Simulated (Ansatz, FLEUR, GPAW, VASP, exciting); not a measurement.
## Si: 5 runs at one level of theory

```
Si
1.0
     0.00000    2.72185    2.72185
     2.72185    0.00000    2.72185
     2.72185    2.72185    0.00000
Si
2
Direct
  0.50000 0.50000 0.50000
  0.75000 0.75000 0.75000
```

Alike in all runs: task band structure; functional BLYP; k mesh 8 × 8 × 8; occupations fermi-dirac, width 0.05 eV; no spin polarisation; no spin-orbit coupling. Pressure is positive in compression and, in plane waves, holds the error of the finite cutoff. Gaps are the smaller of the mesh's and the band path's.

```csv
program and potentials,plane-wave cutoff (eV),notes,band gap (eV),pressure (GPa)
"Ansatz, all-electron LAPW, scalar-relativistic",-,-,0.81,4.22
"FLEUR, all-electron, FLAPW",-,-,0.81,-
"VASP, PBE PAW files Si, 520 eV",520,potentials made for PBE,?,?
"exciting, all-electron LAPW+lo, shipped species files, valence relativity iora*",-,-,0.82,-
"GPAW, PAW data sets generated for this functional",600,-,0.81,4.38
```

Question: Estimate from the other rows what the run with VASP, PBE PAW files Si, 520 eV gave.

Answer: Band gap 0.82 eV; pressure 4.40 GPa. The other rows, which needn't bracket it: band gap 0.81 to 0.82; pressure 4.22 to 4.38.
